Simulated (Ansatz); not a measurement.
Ni: do energies and stresses tell the same story?

Theory: DFT r2SCAN, scalar-relativistic, plane waves, PAW (Ansatz 0.2.0).

Cutoff 500 eV; k points 20×20×20 on the computed 1-atom cell (Γ-centred); Gaussian smearing, width 0.10 eV; collinear spin from starting moments 0.9 μB.

Relaxed cell: Fm-3m, a = 3.479 Å, b = 3.479 Å, c = 3.479 Å, α = 90.00°, β = 90.00°, γ = 90.00°, 1 atom in the primitive cell.

Energies at zero smearing and pressures from the stress tensor, at volumes with shape and atoms relaxed:
```csv
V (Å³/atom),E − E(first) (meV/atom),P (GPa)
9.893,0.00,15.42
10.208,-21.83,7.06
10.524,-28.64,0.01
10.840,-22.64,-5.96
11.155,-5.78,-11.00
```

Problem. Check P = −dE/dV between neighbouring volumes, and get the bulk modulus from the pressures alone.

Solution. With 1 eV/Å³ = 160.2 GPa:
| middle V (Å³/atom) | −ΔE/ΔV (GPa) | mean P (GPa) |
| --- | --- | --- |
| 10.050 | 11.078 | 11.238 |
| 10.366 | 3.459 | 3.534 |
| 10.682 | -3.047 | -2.973 |
| 10.998 | -8.556 | -8.478 |

The two differ by 0.16 GPa at most. The mean of two end pressures misses the average over a step by about ΔV² P″/12, up to 0.12 GPa here; with that taken off 0.04 GPa remains. The stress is the derivative of the free energy, not of the energy at zero smearing, and with free energies 0.00 GPa remains. Around V = 10.524 Å³/atom, the two neighbours give B = −V ΔP/ΔV = 10.524 × 13.01 / 0.631 = 216.9 GPa, against B0 = 215.7 GPa from the Birch–Murnaghan fit of the energies.

The state reached may not be the lowest one.

Only this magnetic start was tried.

Cost: 6 runs of about 3.3 core-minutes in all, on Arm Neoverse V1 (shared hosts).